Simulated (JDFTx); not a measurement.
## Pd under changes of volume

One of the cells (14.750 Å³/atom); the others are scaled copies at fixed shape and fractional positions:

```
CELL_PARAMETERS angstrom
0.00000 1.94650 1.94650
1.94650 0.00000 1.94650
1.94650 1.94650 0.00000
ATOMIC_POSITIONS crystal
Pd 0.00000 0.00000 0.00000
```

| Property | Result |
| --- | --- |
| Program | JDFTx 1.7.0 (patched build) |
| Functional | RPBE |
| Potentials or basis | PseudoDojo-SR-PBE-0.5-standard with smoothed tails |
| Cutoff | 1116 eV |
| Density cutoff | 4463 eV |
| k mesh | 12 × 12 × 12 |
| Occupations | fermi-dirac, width 0.05 eV |
| Spin | no spin polarisation |

```csv
volume (Å³/atom),energy over the lowest point (meV/atom),pressure (GPa)
13.865,?,?
14.160,91.90,21.2
14.455,57.67,16.2
14.750,32.35,11.6
15.045,14.77,7.7
15.340,4.24,4.0
15.635,0.00,0.9
```

What does the run at 13.865 Å³/atom give?

Energy over the lowest point 135.96 meV/atom; pressure 27.0 GPa.

Worked out: A Birch-Murnaghan fit of order 3 (a polynomial in V^(-2/3)) to the other rows has its minimum at 15.71 Å³/atom, just outside them, with B0 = V·E''(V) = 157 GPa and B' = 5.0. It gives 135.95 meV/atom at 13.865 Å³/atom, against the run's 135.96, and -dE/dV = 26.8 GPa, against 27.0.

Energies are extrapolated to zero smearing.

Caveats: this set's palladium file may shift the pressure by some GPa; the potentials were made for another functional, which shifts forces and pressure; the cores' own exchange energy is taken off the total, which shifts forces and pressure where cores overlap (some runs).
